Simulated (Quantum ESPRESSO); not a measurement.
# Bi under changes of volume

One of the cells (31.117 Å³/atom); the others are scaled copies at fixed shape and fractional positions:

```xyz
1
Lattice="-1.9814 1.9814 1.9814 1.9814 -1.9814 1.9814 1.9814 1.9814 -1.9814" Properties=species:S:1:pos:R:3 pbc="T T T"
Bi    0.0000    0.0000    0.0000
```

This isn't the form of Bi at room conditions, which is rhombohedral.

| Item | Value |
| --- | --- |
| Program | Quantum ESPRESSO 7.5 |
| Functional | LDA |
| Potentials or basis | PseudoDojo 0.4.1 SR LDA standard |
| Cutoff | 952 eV |
| Density cutoff | 3810 eV |
| k mesh | 9 × 9 × 9 |
| Occupations | fermi-dirac, width 0.05 eV |
| Spin | no spin polarisation |

| volume (Å³/atom) | energy over the lowest point (meV/atom) | pressure (GPa) |
| --- | --- | --- |
| 29.250 | 0.00 | 0.3 |
| 29.872 | 1.31 | -1.0 |
| 30.495 | 7.60 | -2.2 |
| 31.117 | 18.35 | -3.3 |
| 31.739 | 33.00 | -4.2 |
| 32.362 | ? | ? |
| 32.984 | 71.96 | -5.7 |

Q: What does the run at 32.362 Å³/atom give?

A: Energy over the lowest point 51.03 meV/atom; pressure -5.0 GPa.

Worked out: A Birch-Murnaghan fit of order 3 (a polynomial in V^(-2/3)) to the other rows has its minimum at 29.41 Å³/atom with B0 = V·E''(V) = 68 GPa and B' = 5.2. It gives 51.01 meV/atom at 32.362 Å³/atom, against the run's 51.03, and -dE/dV = -5.0 GPa, against -5.0.

Energies are extrapolated to zero smearing.
